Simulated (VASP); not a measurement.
# GW on AlAs, part 3 of 3

How does the gap of AlAs change from the starting functional to GW? The cell is of the zinc-blende type, one of the forms listed for this formula. The start is a cell from a database of measured crystal structures.

VASP 6.6.1, plane waves and PAW; the level of theory is named at each step.

So far, quasiparticle gap on the mesh (eV): step 4 (G0W0, SOC yes, bands in the sums 272) 1.88. Also gap on the k-mesh (eV): step 3 (empty bands, SOC yes, program vasp ncl, PBE, spin-orbit coupling) 1.31; step 5 (another starting point, PBE) 1.41.

## Step 6: Empty bands, SOC no, program vasp std (continued)

Level of this step: PBE; plane waves and PAW (Al_GW, As_GW) (VASP).

Parts of OUTCAR (step 6):

```text
  Total        0.8434936      0.8434936      0.8434936     -0.0000000      0.0000000     -0.0000000
  in kB       29.8001817     29.8001817     29.8001817     -0.0000000      0.0000000     -0.0000000
  external PRESSURE =      29.8001817 kB  Pullay stress =       0.0000000 kB

 POSITION                                       TOTAL-FORCE (eV/Angst)
 -----------------------------------------------------------------------------------
      0.00000      0.00000      0.00000        -0.000000     -0.000000      0.000000
      1.41520      1.41520      1.41520         0.000000      0.000000     -0.000000
 -----------------------------------------------------------------------------------
    total drift:                               -0.000002     -0.000002     -0.000002

  FREE ENERGIE OF THE ION-ELECTRON SYSTEM (eV)
  ---------------------------------------------------
  free  energy   TOTEN  =        -9.2665169082 eV

  energy  without entropy=       -9.2665169082  energy(sigma->0) =       -9.26651691

[... 1 part as in an earlier step ...]

[... 2 further parts left out ...]
[key lines of the parts left out:]
E-fermi :   3.5868
```

WAVECAR now holds 136 bands for 8 electrons.

## Step 7: G0W0, SOC no, bands in the sums 136

This step: G0W0 on PBE; plane waves and PAW (Al_GW, As_GW) (VASP 6.6.1).

The input, INCAR:

```
SYSTEM = AlAs
PREC = Accurate
ENCUT = 300
ISMEAR = 0
SIGMA = 0.01
LREAL = .FALSE.
GGA = PE
NBANDS = 136
ALGO = EVGW0
NELMGW = 1
ENCUTGW = 120
NOMEGA = 48
PRECFOCK = Fast
NBANDSGW = 16
LWAVE = .FALSE.
LCHARG = .FALSE.
```

The input, POSCAR:

```
AlAs
1.0
    0.0000000000      2.8304000000      2.8304000000
    2.8304000000      0.0000000000      2.8304000000
    2.8304000000      2.8304000000      0.0000000000
Al As
1 1
Direct
    0.0000000000      0.0000000000      0.0000000000
    0.2500000000      0.2500000000      0.2500000000
```

The input, KPOINTS:

```
Automatic mesh
0
Gamma
4 4 4
0 0 0
```

Potentials, in the order of the species: Al_GW and As_GW (PBE family, release 64).

Started as:

```console
$ mpirun -np 8 vasp_std
```

What it wrote:

```text
[banner, memory and clock lines left out]
running    8 mpi-ranks, on    1 nodes
[...]
[... a notice as in an earlier step ...]

 [... a notice as in an earlier step ...]

 LDA part: xc-table for (Slater+PW92), standard interpolation
 found WAVECAR, reading the header
 POSCAR, INCAR and KPOINTS ok, starting setup
[...]
reading WAVECAR
 the WAVECAR file was read successfully
 initial charge from wavefunction
 available memory per node:     28.51 GB, setting MAXMEM to     29194

 The Fermi energy was updated, please check that it is located mid-gap
 values below the HOMO (VB) or above the LUMO (CB) will cause erroneous energies
 E-fermi :   4.1706

 calculate exact exchange contribution
 the WAVEDER file was read successfully
energies w=
    0.000    0.000    0.598    0.000    1.194    0.000    1.784    0.000
    2.369    0.000    2.944    0.000    3.510    0.000    4.066    0.000
    4.612    0.000    5.148    0.000    5.674    0.000    6.191    0.000
[...]
total number of BLAS operations         78.40 Gflops
NQ=   4    0.2500    0.2500    0.0000,
|.........|.........|.........|.........|.........|.........|.........|.........
 performed        739000 updates of chi_q(r,r)
 total number of BLAS operations        110.14 Gflops
NQ=   5    0.5000    0.2500    0.0000,
|.........|.........|.........|.........|.........|.........|.........|.........
 performed       1059000 updates of chi_q(r,r)
 total number of BLAS operations        154.74 Gflops
NQ=   6   -0.2500    0.2500    0.0000,
|.........|.........|.........|.........|.........|.........|.........|.........
 performed       1344000 updates of chi_q(r,r)
 total number of BLAS operations        198.19 Gflops
NQ=   7    0.5000    0.5000    0.0000,
|.........|.........|.........|.........|.........|.........|.........|.........
 performed       1507000 updates of chi_q(r,r)
 total number of BLAS operations        218.94 Gflops
NQ=   8   -0.2500    0.5000    0.2500,
|.........|.........|.........|.........|.........|.........|.........|.........
 performed       1722000 updates of chi_q(r,r)
 total number of BLAS operations        254.69 Gflops
 resolving degeneracies of screened two electron integrals

 calculate QP shifts <psi_nk| G(iteration)W_0 |psi_nk>: iteration 1
 entering main loop
```

It took 7.8 s on 8 MPI ranks of AMD EPYC 9R45, shared host; peak memory 1 GiB; 59 s of CPU time.

OUTCAR, selected parts (step 7):

```text
 QP shifts <psi_nk| G(iteration)W_0 |psi_nk>: iteration 1
 for sc-GW calculations column KS-energies equals QP-energies in previous step
 and V_xc(KS)=  KS-energies - (<T + V_ion + V_H > + <T+V_H+V_ion>^1  + <V_x>^1)
 k-point   1 :       0.0000    0.0000    0.0000
  band No.  KS-energies  QP-energies   sigma(KS)   V_xc(KS)     V^pw_x(r,r')   Z            occupation Imag(sigma)
      1      -8.4033      -8.9298     -11.6933     -10.8925     -17.8856       0.6576       2.0000       1.1388
      2       3.4652       2.8922     -12.0281     -11.2821     -13.2998       0.7681       2.0000       0.0783
      3       3.4652       2.8922     -12.0281     -11.2821     -13.2998       0.7681       2.0000       0.0783
      4       3.4652       2.8922     -12.0281     -11.2821     -13.2998       0.7681       2.0000       0.0783
      5       5.5066       5.9334      -9.3809      -9.9356      -5.5065       0.7696       0.0000      -0.0743
      6       7.7245       7.8999      -8.9121      -9.1446      -4.5572       0.7543       0.0000      -0.1024
      7       7.7245       7.8999      -8.9121      -9.1446      -4.5572       0.7543       0.0000      -0.1024
      8       7.7245       7.8999      -8.9121      -9.1446      -4.5572       0.7543       0.0000      -0.1024
    ...

[... 1 part as in an earlier step ...]

[... 2 further parts left out ...]
[key lines of the parts left out:]
E-fermi :   4.1706
```

Numbers from this step:

```yaml
quasiparticle_gap_on_the_mesh: 1.972 eV
smallest_direct_quasiparticle_gap_on_the_mesh: 3.041 eV
gap_of_the_starting_orbitals_on_the_mesh: 1.411 eV
```

GW takes the gap from 1.411 to 1.972 eV. That is +90 meV against G0W0 on PBE with spin-orbit coupling. Spin-orbit coupling is left out. The value holds for 136 bands, ENCUTGW = 120 eV and this mesh, and isn't shown to be converged in them.

## Step 8: Summary

This step: GW series: G0W0 on PBE with spin-orbit coupling, G0W0 on PBE; plane waves and PAW (VASP 6.6.1).

No new run; the numbers come from the runs before.

Cost is wall time times ranks on a shared host, with the step that makes the empty bands. GW runs:

```tsv
level	bands	ENCUTGW (eV)	NOMEGA	k mesh	starting gap (eV)	quasiparticle gap (eV)	direct gap (eV)	cost (core minutes)
G0W0 on PBE with spin-orbit coupling	272	120	48	4x4x4	1.313	1.882	2.952	5.76
G0W0 on PBE	136	120	48	4x4x4	1.411	1.972	3.041	1.23
```

## Step 9: What came out

* G0W0 on PBE with spin-orbit coupling, 272 bands, ENCUTGW 120 eV, NOMEGA 48, mesh 4×4×4: 1.313 → 1.882 eV
* G0W0 on PBE, 136 bands, ENCUTGW 120 eV, NOMEGA 48, mesh 4×4×4: 1.411 → 1.972 eV

In words: G0W0 gives a quasiparticle gap of 1.882 eV on the mesh, 0.57 eV over the PBE with spin-orbit coupling gap on the same mesh. On mesh and path the starting valence top lies at Γ and the conduction bottom at (0.5, 0.5, 0), so the starting gap is indirect. Both points lie on the GW mesh. One-shot gaps: 1.882 eV from PBE with spin-orbit coupling and 1.972 eV from PBE. The starting gaps span 0.10 eV and the one-shot gaps 0.09 eV. Bands, response cutoff and mesh weren't tested for convergence. Not tabulated here, as repeats of values shown or as unfit to read for their mesh, reference level or band range: eps2 curves (empty bands); eps1 curves and static values (empty bands); gaps (empty bands).

[Lines on the potential files, build, host, timing and source positions are cut from VASP's logs without a mark.]

[Logs are printed without paths, hosts, clocks, repeated set-up lines and the standing remarks that a program may print on its own settings, such as how far it seeks lower states.]

[Hosts, paths, dates, database ids (printed as entryN), source tags and the programs' standing remarks are cut or masked in the printed files.]

[Pressures printed for these runs are not shown converged in the cutoff: they can be off by several GPa and have the wrong sign.]

[In band tables of VASP the shares of atoms and orbitals are scaled to a sum of 1 inside the atoms' spheres.]
